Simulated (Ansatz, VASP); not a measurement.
## Si6C in VASP and in Ansatz

INCAR

```
  ALGO = Fast
  EDIFF = 1E-6
  EDIFFG = -0.01
  ENCUT = 600
  GGA = PE
  IBRION = 2
  ISIF = 3
  ISMEAR = 0
  LASPH = True
  LCHARG = False
  LREAL = False
  LWAVE = False
  NELM = 100
  NSW = 100
  PREC = Accurate
  SIGMA = 0.1
```

The input KPOINTS:

```
k-points
0
Gamma
  10 10 10
```

File POSCAR:

```
Si6C
1.0
    0.0000000000      3.6630850864      3.6630850864
    3.6630850864      0.0000000000      3.6630850864
    3.6630850864      3.6630850864      0.0000000000
Si C
6 1
Direct
    0.5000000000      0.5000000000      0.0000000000
    0.5000000000      0.0000000000      0.5000000000
    0.0000000000      0.0000000000      0.5000000000
    0.0000000000      0.5000000000      0.0000000000
    0.0000000000      0.5000000000      0.5000000000
    0.5000000000      0.0000000000      0.0000000000
    0.0000000000      0.0000000000      0.0000000000
```

Input for Ansatz:

```yaml
crystal:
  lattice:
    - [0.0, 3.6630850864, 3.6630850864]
    - [3.6630850864, 0.0, 3.6630850864]
    - [3.6630850864, 3.6630850864, 0.0]
  atoms:
    - { symbol: Si, position: [0.5, 0.5, 0.0] }
    - { symbol: Si, position: [0.5, 0.0, 0.5] }
    - { symbol: Si, position: [0.0, 0.0, 0.5] }
    - { symbol: Si, position: [0.0, 0.5, 0.0] }
    - { symbol: Si, position: [0.0, 0.5, 0.5] }
    - { symbol: Si, position: [0.5, 0.0, 0.0] }
    - { symbol: C, position: [0.0, 0.0, 0.0] }
basis:
  ecutwfc: 420
kpoints:
  mp_grid: { grid: [10, 10, 10] }
hamiltonian:
  xc: pbe
scf:
  occupations: { method: gaussian, width: 0.1 }
output:
  forces: true
  stress: true
  eigenvalues: true
relax:
  adjacent_minimum: "off"
  f_tol: 0.01
  max_steps: 80
  cell: { stress_tol: 0.05 }
```

Change from the starting cell: species swapped into the Zn6Mo type (Fm-3m, No. 225).

Alike in both runs: task relaxation of cell and atoms; functional PBE; k mesh 10 × 10 × 10; occupations gaussian, width 0.1 eV; no spin polarisation.

```csv
,VASP,Ansatz
version,VASP 6.6.1,Ansatz 0.2.0
potentials or method,"VASP PAW PBE potentials, release 64 (Si, C)","scalar-relativistic, plane waves, PAW"
plane-wave cutoff (eV),600,420
valence electrons in the cell,28,28
```

```csv
,VASP,Ansatz,Ansatz less VASP
"gap on the k mesh at the Fermi level, each at its own relaxed structure (eV)",none,none,-
relaxed volume (Å³/atom),14.16,14.15,-0.010
relaxed cell length with the largest relative difference (Å),5.195,5.194,-0.0013
```

A gap of «none» marks a metal or a gap that the smearing closes.
